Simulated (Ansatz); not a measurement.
The system is Cr.

```xyz
2
Lattice="2.7140 0.0000 0.0000 -1.3570 2.3504 0.0000 0.0000 0.0000 4.4100" Properties=species:S:1:pos:R:3 pbc="T T T"
Cr    1.3570    0.7835    3.3075
Cr    0.0000    1.5669    1.1025
```

This isn't the form of Cr at room conditions, which is bcc.

Base run:

```yaml
Program: Ansatz 0.2.0
Functional: PBEsol
Potentials_or_basis: Ansatz PAW
Cutoff: "420 eV (not typed: the program's choice for these potentials)"
k_mesh: 11 × 11 × 6
Occupations: fermi-dirac, width 0.05 eV
Spin: collinear spin, ferromagnetic start
Starting_moments: "[3.0, 3.0] μB"
```

Its results: band gap on the k mesh none (metal or under the smearing width); pressure -32.1 GPa; net moment 1.64 μB per cell; site moments Cr +0.75 μB.

Problem. After a change of settings the same cell gave: band gap on the k mesh none (metal or under the smearing width); pressure -25.5 GPa; net moment 1.72 μB per cell; site moments Cr +0.79 μB. Which change was it?
A. functional from PBEsol to LDA
B. functional from PBEsol to PBE
C. functional from PBEsol to RPBE
D. functional from PBEsol to revPBE

Solution. B.

PBE binds less tightly than PBEsol, so the same cell stands under more pressure.

Caveats: a pressure of tens of GPa on the cell as given is suspect, and the run, the potentials or the cell itself is likely at fault (some runs); the PAW data sets come from PBE, with cores solved anew for the run's functional, which leaves a small shift of forces and pressure (some runs); so large a pressure means that the cell lies far from this level's equilibrium, or that cutoff or potentials fall short (some runs).
